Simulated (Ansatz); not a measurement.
Runs of Ansatz 0.2.0 on Cu. It takes space group Cmcm (No. 63, orthorhombic). Conventional cell: a = 2.437 Å, b = 7.953 Å, c = 2.475 Å, α = 90.00°, β = 90.00°, γ = 90.00°. Cu (site symmetry m2m) is surrounded by 10 Cu at 2.44 to 2.54 Å. This isn't the form of Cu at room conditions, which is fcc.

| task | level | k mesh | cutoff (eV) | atoms under strain | q mesh | points for each segment of the path | gap on the mesh (eV) | V0 of scaled cells (Å³/atom) | B0 (GPa) |
| --- | --- | --- | --- | --- | --- | --- | --- | --- | --- |
| elastic constants | PBEsol | 10 × 10 × 10 | 420 | relaxed | - | - | none | - | - |
| equation of state | r2SCAN | 11 × 11 × 11 | 500 | - | - | - | - | (a) | 147 |
| phonons | PBEsol | 10 × 10 × 10 | 420 | - | 2 × 2 × 2 | 8 | none | - | - |
| equation of state | LDA | 11 × 11 × 11 | 420 | - | - | - | - | 11.41 | 172 |

Alike in all rows: potentials or basis Ansatz PAW; no spin polarisation; cell as given; smearing fermi-dirac 0.05 eV.

**Question.** Estimate the missing entries.

**Answer.** (a) 12.01.

Caveats: the PAW data sets come from PBE, with cores solved anew for the run's functional, which leaves a small shift of forces and pressure (some runs); the cell was scaled at fixed shape and fractional positions, which overstates the stiffness of a crystal with free parameters, most of all of layers and chains (some runs); the elastic tensor has a negative eigenvalue, so either the cell is unstable as it stands or the mesh is too thin (some runs); the PAW data sets were made with another functional, which shifts forces and pressure a little (some runs); some modes are imaginary (some runs).

A gap of «none» marks a metal or a gap under the smearing width.
